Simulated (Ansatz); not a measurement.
ZnS: random displacements

These are results of DFT r2SCAN, scalar-relativistic, plane waves, PAW (Ansatz), not measurements. Cutoff 500 eV, Γ-centred 4×4×4 k-points, Gaussian smearing of 0.05 eV. No spin polarisation. Energies are free energies at this smearing, counted from the undisturbed cell; pressure is positive in compression.

The undisturbed cell (relaxed at this level):

```
Zn S
1.0
     5.38903    0.00000    0.00000
     0.00000   -5.38903    0.00000
     0.00000    0.00000   -5.38903
Zn S
4 4
Direct
  0.00000 0.00000 0.00000
  0.50000 0.50000 0.00000
  0.50000 0.00000 0.50000
  0.00000 0.50000 0.50000
  0.75000 0.75000 0.75000
  0.25000 0.25000 0.75000
  0.25000 0.75000 0.25000
  0.75000 0.25000 0.25000
```

The atoms are displaced (Å, in the unstrained cell):

| atom | ux | uy | uz |
| --- | --- | --- | --- |
| Zn1 | 0.104 | 0.679 | -0.244 |
| Zn2 | -0.394 | 0.063 | -0.488 |
| Zn3 | 0.323 | -0.715 | -0.155 |
| Zn4 | 0.292 | -0.583 | 0.689 |
| S5 | -0.457 | 0.145 | 0.103 |
| S6 | -0.130 | 0.124 | -0.110 |
| S7 | 0.106 | 0.225 | 0.059 |
| S8 | 0.157 | 0.063 | 0.146 |

The cell is not strained.

Question: What are the energy change, the stress and the forces?

Answer: ΔE = 2331.5 meV/atom; stress (xx, yy, zz, yz, xz, xy; compression positive) (52.63, 25.91, 26.06, -5.62, 30.83, -2.45) GPa; gap on the mesh 1.27 eV.
| atom | Fx (eV/Å) | Fy | Fz |
| --- | --- | --- | --- |
| Zn1 | -5.07 | -4.96 | 6.32 |
| Zn2 | 11.06 | 14.81 | 11.51 |
| Zn3 | -0.72 | 1.14 | -2.30 |
| Zn4 | -36.65 | 18.42 | -24.81 |
| S5 | 2.15 | -0.57 | 0.07 |
| S6 | -0.01 | -0.06 | -0.24 |
| S7 | 28.65 | -28.00 | 8.69 |
| S8 | 0.59 | -0.78 | 0.76 |

Cost: 1 run of about 0.84 core-minutes, on Intel Xeon Processor @ 2.70GHz (shared hosts).